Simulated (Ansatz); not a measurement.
# TiAl3: changing the functional

```cif
data_structure
_symmetry_space_group_name_H-M 'I4/mmm'
_symmetry_Int_Tables_number 139
_cell_length_a 3.8222
_cell_length_b 3.8222
_cell_length_c 8.5613
_cell_angle_alpha 90.000
_cell_angle_beta 90.000
_cell_angle_gamma 90.000
_cell_volume 125.08
loop_
_atom_site_label
_atom_site_type_symbol
_atom_site_symmetry_multiplicity
_atom_site_Wyckoff_symbol
_atom_site_fract_x
_atom_site_fract_y
_atom_site_fract_z
_atom_site_occupancy
Ti1 Ti 2 a 0.00000 0.00000 0.00000 1
Al1 Al 4 d 0.50000 0.00000 0.25000 1
Al2 Al 2 b 0.50000 0.50000 0.00000 1
```

The cell comes from a database or a generator and needn't be the stable form of this composition.

Kept alike: task equation of state; k mesh 10 × 10 × 10; occupations fermi-dirac, width 0.05 eV; no spin polarisation. Program: Ansatz, Ansatz PAW. Cutoffs run from 420 to 500 eV. The mesh is that of the run's cell of 4 atoms. No spin-orbit coupling.

| run | volume (Å³/atom) | bulk modulus (GPa) |
| --- | --- | --- |
| A | 15.936 | 105.8 |
| B | 15.649 | 115.3 |
| C | 15.144 | 116.8 |
| D | 15.566 | 111.5 |

For a metal such a mesh leaves the last digits unconverged. Volume and modulus come from cells scaled at fixed shape and fractions; off cubic symmetry such a modulus can lie above the relaxed one. All rows use potentials made for PBE.

**Question.** The runs differ in the functional (and the cutoff that goes with it) alone: LDA; PBE; PBEsol; r2SCAN. Which run is which?

**Answer.** Run A is PBE; run B is r2SCAN; run C is LDA; run D is PBEsol. The volume runs from 15.144 (LDA) to 15.936 Å³/atom (PBE). From PBE: LDA -0.792; PBEsol -0.370; r2SCAN -0.287. The bulk modulus runs from 105.8 (PBE) to 116.8 GPa (LDA). From PBE: LDA +11.0; PBEsol +5.7; r2SCAN +9.5.
